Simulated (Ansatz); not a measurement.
Zr: equation of state with PBEsol+D4

Zr:

```
CELL_PARAMETERS angstrom
0.00000 2.25500 2.25500
2.25500 0.00000 2.25500
2.25500 2.25500 0.00000
ATOMIC_POSITIONS crystal
Zr 0.00000 0.00000 0.00000
```

This isn't the form of Zr at room conditions, which is hcp.

| Quantity | Value |
| --- | --- |
| Program | Ansatz 0.2.0 |
| Task | equation of state |
| Functional | PBEsol |
| Dispersion | D4 |
| Potentials or basis | all-electron LAPW, scalar-relativistic |
| Basis error allowed | 0.002 eV/atom |
| k mesh | 10 × 10 × 10 |
| Occupations | fermi-dirac, width 0.01 eV |
| Spin | collinear spin, random start |
| Starting moments | [1.0] μB |
| Fixed moment | 1 μB |

```
Equilibrium volume                      : 22.73 Å³/atom
Bulk modulus                            : 99 GPa
Pressure derivative of the bulk modulus : 4.0
```

Energy against volume, from the lowest point:
| volume (Å³/atom) | energy (meV/atom) |
| --- | --- |
| 21.557 | 19.81 |
| 22.016 | 6.70 |
| 22.475 | 0.32 |
| 22.933 | 0.00 |
| 23.392 | 5.19 |
| 23.851 | 15.30 |
| 24.309 | 29.95 |

All runs of the series together: 31 s on 1 thread of Intel(R) Xeon(R) 6975P-C (Granite Rapids) (shared host).

Caveat: the total moment is fixed, so each spin has its own Fermi level.
